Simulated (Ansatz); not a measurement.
# BN: moving N off its site

BN, F-43m, a = 3.626 Å (as given, not relaxed at this level: -5.2 GPa). The compound has several low-lying forms, and this is one of them. Ansatz: r2SCAN, PAW, 500 eV, Γ-centred 6×6×6 mesh on 8 atoms, Gaussian smearing 0.05 eV; no spin polarisation.

```xyz
8
Lattice="3.6260 0.0000 0.0000 0.0000 -3.6260 0.0000 0.0000 0.0000 -3.6260" Properties=species:S:1:pos:R:3 pbc="T T T"
B     0.0000   -1.8130   -1.8130
B     1.8130    0.0000   -1.8130
B     1.8130   -1.8130    0.0000
B     0.0000    0.0000    0.0000
N     2.7195   -2.7195   -2.7195
N     0.9065   -0.9065   -2.7195
N     0.9065   -2.7195   -0.9065
N     2.7195   -0.9065   -0.9065
```

Atom 5 (N) moves by x along the unit vector (0.000, 0.000, 1.000), with its periodic images; all else is held. y is the free energy of the cell over the start, F the force along the path summed over the moved atoms. Symmetry makes y even in x.

```
 x (Å) y (meV) F (eV/Å)
-0.200        ?         ?
-0.100    177.8      3.54
 0.000      0.0      0.00
 0.025     11.2     -0.89
 0.050     44.6     -1.78
 0.075    100.2     -2.67
 0.125    277.3     -4.41
 0.150    398.2     -5.26
 0.175    540.4     -6.10
```

Fit y = c2 x² + c4 x⁴ to the energies of the other rows, give the force constant, and predict energy and force of the missing row.

Least squares on the rows shown. y = 17849 x² − 6649.7 x⁴. The force constant is 2 c2 = 35.7 eV/Å², for the cell as given, at -5.2 GPa (for all images moving together, not for a lone atom). The force −dy/dx at the missing row is 6.93 eV/Å (computed 6.92). At x = -0.200 the fit asked for gives 703.3 meV. The run gave 703.2 meV, so the fit is 0.1 meV too high, a small miss on the scale of the series.